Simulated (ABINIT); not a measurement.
Set up this calculation in ABINIT 10.8.3 (patched build), as the native input.

```
Task                : single point
Functional          : PBEsol
Potentials or basis : JTH PAW PBE v2.0
Cutoff              : 707 eV
k mesh              : 11 × 11 × 11
Occupations         : fermi-dirac, width 0.05 eV
Spin                : no spin polarisation
Fine-grid cutoff    : 1306.15 eV
```

CuAu:

```
CELL_PARAMETERS angstrom
1.44306 0.83315 4.25617
-1.44306 0.83315 4.25617
0.00000 -1.66630 4.25617
ATOMIC_POSITIONS crystal
Au 0.00000 0.00000 0.00000
Cu 0.50000 0.50000 0.50000
```

The cell comes from a database or a generator and needn't be the stable form of this composition.

The input as run:

run.abi

```
# Pseudopotentials
pp_dirpath "./"
pseudos "Au.GGA_PBE-JTH.xml, Cu.GGA_PBE-JTH.xml"

# Structure
acell 3*1.0 Angstrom
rprim
     1.4430568479     0.8331492596     4.2561707609
    -1.4430568479     0.8331492596     4.2561707609
     0.0000000000    -1.6662985192     4.2561707609
ntypat 2
znucl 79 29
natom 2
typat 1 2
xcart
     0.0000000000     0.0000000000     0.0000000000
     0.0000000000     0.0000000000    12.0644956166

# Plane-wave basis
ecut 26.0
pawecutdg 48.0
pawxcdev 0

# k points
kptopt 1
ngkpt 11 11 11
nshiftk 1
shiftk 0.0 0.0 0.0

# Exchange and correlation
ixc -116133

# Bands and occupations
nband 19
occopt 3
tsmear 0.05 eV

# SCF cycle
nstep 100
tolvrs 1.0e-9

# Output
iomode 3
prtwf 0
prtden 0
prteig 0
prtebands 0
enunit 1
```

Potentials or basis: JTH PAW PBE v2.0.

Launch:

```bash
$ abinit run.abi > log 2>&1
```

Results of the run:

| Quantity | Value |
| --- | --- |
| Pressure | -7.7 GPa |
| Band gap on the k mesh | none (metal or under the smearing width) |
| Valence electrons inside the program's atomic spheres | Au 9.51; Cu 17.30 |

Caveat: the PAW data sets were made with another functional, which shifts forces and pressure a little.

It took 9.9 min on 1 thread of Arm Neoverse V1, with other jobs on the host, peak memory 0.26 GiB.
